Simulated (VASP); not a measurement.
All values below come from PBE GGA, VASP's PBE PAW potentials (set 64) (plane waves; VASP).

VASP ran on this input.

File KPOINTS:
```
Automatic mesh
0
Gamma
9 9 9
0 0 0
```

File POSCAR:
```
CuInS2
1
   -2.7902368125     2.7902368125     5.6105336196
    2.7902368125    -2.7902368125     5.6105336196
    2.7902368125     2.7902368125    -5.6105336196
In Cu S
2 2 4
Direct
  0.5000000000   0.5000000000   0.0000000000
  0.2500000000   0.7500000000   0.5000000000
  1.0000000000   0.0000000000   1.0000000000
  0.7500000000   0.2500000000   0.5000000000
  0.8750000000   0.9041564107   0.5291564107
  0.0958435893   0.6250000000   0.9708435893
  0.3750000000   0.3458435893   0.4708435893
  0.6541564107   0.1250000000   0.0291564107
```

**INCAR**
```
! general
SYSTEM  = CuInS2
PREC    = Accurate
ENCUT   = 400
LREAL   = .FALSE.
LASPH   = .TRUE.

! electronic loop
EDIFF   = 1E-7
NELM    = 100
ALGO    = Normal
LMAXMIX = 4

! smearing
ISMEAR  = -5

! functional
GGA     = PE

! ions
ISIF    = 2

! output
LWAVE   = .FALSE.
LCHARG  = .TRUE.
LORBIT  = 11
NEDOS   = 601

! other
LEFG    = .TRUE.
```

POTCAR, in this order: In_d Cu S (PBE.64 set). Program: vasp_std.

The run wrote:

**OUTCAR**
```
 ion  position               nearest neighbor table
   1  0.500  0.500  0.000-   5 2.52   6 2.52   8 2.52   7 2.52   2 3.96   2 3.96   2 3.96   2 3.96
  LATTYP: Found a body centered tetragonal cell.
 ALAT       =     5.5804736250
 C/A-ratio  =     2.0107732772
 Subroutine PRICEL returns:
 Original cell was already a primitive cell.
 Subroutine GETGRP returns: Found  8 space group operations
The static configuration has the point symmetry S_4 .
 The point group associated with its full space group is D_2d.
The dynamic configuration has the point symmetry S_4 .
 Subroutine INISYM returns: Found  8 space group operations
 Subroutine IBZKPT returns following result:
 Found     75 irreducible k-points:

 Following reciprocal coordinates:
            Coordinates               Weight
  0.000000  0.000000  0.000000      1.000000
  0.111111 -0.000000  0.000000      8.000000
  0.222222  0.000000  0.000000      8.000000
  0.333333 -0.000000  0.000000      8.000000
  0.444444  0.000000  0.000000      8.000000
  0.111111  0.111111  0.000000      8.000000
  0.222222  0.111111  0.000000     16.000000
  0.333333  0.111111  0.000000     16.000000
  0.444444  0.111111  0.000000     16.000000
 -0.444444  0.111111  0.000000     16.000000
 -0.333333  0.111111 -0.000000     16.000000
 -0.222222  0.111111 -0.000000     16.000000
 -0.111111  0.111111  0.000000      4.000000
  0.222222  0.222222  0.000000      8.000000
  0.333333  0.222222  0.000000     16.000000
  0.444444  0.222222  0.000000     16.000000
 -0.444444  0.222222  0.000000     16.000000
 -0.333333  0.222222  0.000000     16.000000
 -0.222222  0.222222  0.000000      4.000000
  0.333333  0.333333  0.000000      8.000000
  0.444444  0.333333  0.000000     16.000000
 -0.444444  0.333333  0.000000     16.000000
 -0.333333  0.333333  0.000000      4.000000
...
```

### OSZICAR
```
       N       E                     dE             d eps       ncg     rms          rms(c)
DAV:   1     0.688779183160E+03    0.68878E+03   -0.27491E+04  6450   0.168E+03
DAV:   2     0.769686183234E+02   -0.61181E+03   -0.59809E+03  6462   0.440E+02
DAV:   3    -0.279500243583E+02   -0.10492E+03   -0.10314E+03  8692   0.204E+02
DAV:   4    -0.352760741600E+02   -0.73260E+01   -0.72456E+01  9774   0.566E+01
DAV:   5    -0.354859452957E+02   -0.20987E+00   -0.20935E+00 10060   0.102E+01    0.171E+01
DAV:   6    -0.350304651223E+02    0.45548E+00   -0.41475E+01  9366   0.967E+01    0.116E+01
DAV:   7    -0.328070840868E+02    0.22234E+01   -0.11023E+01  8873   0.816E+01    0.699E+00
DAV:   8    -0.331485834768E+02   -0.34150E+00   -0.46313E+00  9940   0.203E+01    0.421E+00
DAV:   9    -0.330038894456E+02    0.14469E+00   -0.16399E+00  9156   0.208E+01    0.124E+00
DAV:  10    -0.330035900456E+02    0.29940E-03   -0.22286E-01  9084   0.954E+00    0.666E-01
DAV:  11    -0.329995204475E+02    0.40696E-02   -0.51095E-02  9428   0.386E+00    0.232E-01
DAV:  12    -0.329999520106E+02   -0.43156E-03   -0.58971E-03 10124   0.708E-01    0.106E-01
DAV:  13    -0.330000001328E+02   -0.48122E-04   -0.34892E-04 10340   0.124E-01    0.109E-01
DAV:  14    -0.330000152049E+02   -0.15072E-04   -0.16292E-04  8940   0.221E-01    0.139E-02
DAV:  15    -0.330000252245E+02   -0.10020E-04   -0.81146E-05 10164   0.101E-01    0.236E-02
DAV:  16    -0.330000248333E+02    0.39120E-06   -0.71059E-06  9068   0.192E-02    0.206E-02
DAV:  17    -0.330000243258E+02    0.50752E-06   -0.22223E-07  6428   0.583E-03    0.189E-02
DAV:  18    -0.330000224358E+02    0.18900E-05   -0.44638E-05  9388   0.120E-01    0.139E-02
DAV:  19    -0.330000216246E+02    0.81117E-06   -0.11015E-05  9292   0.514E-02    0.675E-03
DAV:  20    -0.330000216296E+02   -0.49904E-08   -0.56362E-07  7452   0.477E-03
   1 F= -.33000022E+02 E0= -.33000022E+02  d E =0.000000E+00
```

**OUTCAR**
```
------------------------ aborting loop because EDIFF is reached ----------------------------------------
  FORCE on cell =-STRESS in cart. coord.  units (eV):
  Direction    XX          YY          ZZ          XY          YZ          ZX
  --------------------------------------------------------------------------------------
  Total       -0.0770618     -0.0770618     -0.0219253      0.0000000      0.0000000     -0.0000000
  in kB       -0.7066482     -0.7066482     -0.2010524      0.0000000      0.0000000     -0.0000000
  external PRESSURE =      -0.5381162 kB  Pullay stress =       0.0000000 kB
  volume of cell :      174.72
      direct lattice vectors                 reciprocal lattice vectors
    -2.790236812  2.790236812  5.610533620     0.000000000  0.179196260  0.089118083
     2.790236812 -2.790236812  5.610533620     0.179196260  0.000000000  0.089118083
     2.790236812  2.790236812 -5.610533620     0.179196260  0.179196260  0.000000000
 POSITION                                       TOTAL-FORCE (eV/Angst)
 -----------------------------------------------------------------------------------
      0.00000      0.00000      5.61053        -0.000000     -0.000000      0.000000
      2.79024      0.00000      2.80527         0.000000     -0.000000     -0.000000
      0.00000      0.00000      0.00000        -0.000000     -0.000000      0.000000
      0.00000      2.79024      2.80527        -0.000000     -0.000000      0.000000
      1.55782      1.39512      7.01317         0.009597      0.000000     -0.000000
      4.18536      1.23241     -1.40263        -0.000000     -0.009597      0.000000
      1.23241      1.39512      1.40263        -0.009597     -0.000000      0.000000
     -1.39512      1.55782      4.20790         0.000000      0.009597     -0.000000
 -----------------------------------------------------------------------------------
    total drift:                               -0.000021     -0.000021     -0.000019
  FREE ENERGIE OF THE ION-ELECTRON SYSTEM (eV)
  ---------------------------------------------------
  free  energy   TOTEN  =       -33.0000216296 eV

  energy  without entropy=      -33.0000216296  energy(sigma->0) =      -33.00002163

 total charge

# of ion       s       p       d       tot
------------------------------------------
    1        0.806   0.647   9.926  11.379
    2        0.806   0.647   9.926  11.379
    3        0.356   0.344   9.267   9.967
    4        0.356   0.344   9.267   9.967
    5        1.331   2.365   0.000   3.696
    6        1.331   2.365   0.000   3.696
    7        1.331   2.365   0.000   3.696
    8        1.331   2.365   0.000   3.696
--------------------------------------------------
tot          7.649  11.442  38.385  57.475

 Electric field gradients after diagonalization (V/A^2)
 (convention: |V_zz| > |V_xx| > |V_yy|)
----------------------------------------------------------------------
 ion       V_xx      V_yy      V_zz     asymmetry (V_yy - V_xx)/ V_zz
----------------------------------------------------------------------
   1      -1.755    -1.751     3.506       0.001
   2      -1.755    -1.751     3.506       0.001
   3      -0.793    -0.776     1.570       0.011
   4      -0.793    -0.776     1.570       0.011
   5      49.756    14.725   -64.481       0.543
   6      49.757    14.725   -64.483       0.543
   7      49.757    14.725   -64.483       0.543
   8      49.756    14.725   -64.481       0.543
```
(Selected blocks of OUTCAR.)

The compound is CuInS2 in the chalcopyrite structure. It was relaxed first.
